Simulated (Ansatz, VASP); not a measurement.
**One calculation of Ta, two programs**

```xyz
1
Lattice="-1.7051 1.6595 1.8462 1.7051 -1.6595 1.8462 1.7051 1.6595 -1.8462" Properties=species:S:1:pos:R:3 pbc="T T T"
Ta    0.0000    0.0000    0.0000
```

Change from the starting cell: normal strain along x +0.0275, normal strain along z +0.1125.

Alike in both runs: task single point; functional PBE; k mesh 18 × 18 × 18; occupations gaussian, width 0.15 eV; no spin polarisation.

|  | VASP | Ansatz |
| --- | --- | --- |
| version | VASP 6.6.1 | Ansatz 0.2.0 |
| potentials or method | VASP PAW PBE potentials, release 64 (Ta_pv) | scalar-relativistic, plane waves, PAW |
| plane-wave cutoff (eV) | 520 | 420 |
| valence electrons in the cell | 11 | 13 |

VASP gave:

* gap on the k mesh at the Fermi level (eV): none
* pressure (GPa): -19.6
* largest component of the traceless stress (GPa): 3.66

**Question.** What did Ansatz give for the same quantities?

**Answer.** gap on the k mesh at the Fermi level (eV): none; pressure (GPa): -19.5; largest component of the traceless stress (GPa): 3.65.

A gap of «none» marks a metal or a gap that the smearing closes. The two sets of potentials don't hold the same shells in valence.

Caveats: so large a pressure means that the cell lies far from this level's equilibrium, or that cutoff or potentials fall short (VASP). Spin-orbit coupling is left out, which matters for the levels of Ta.
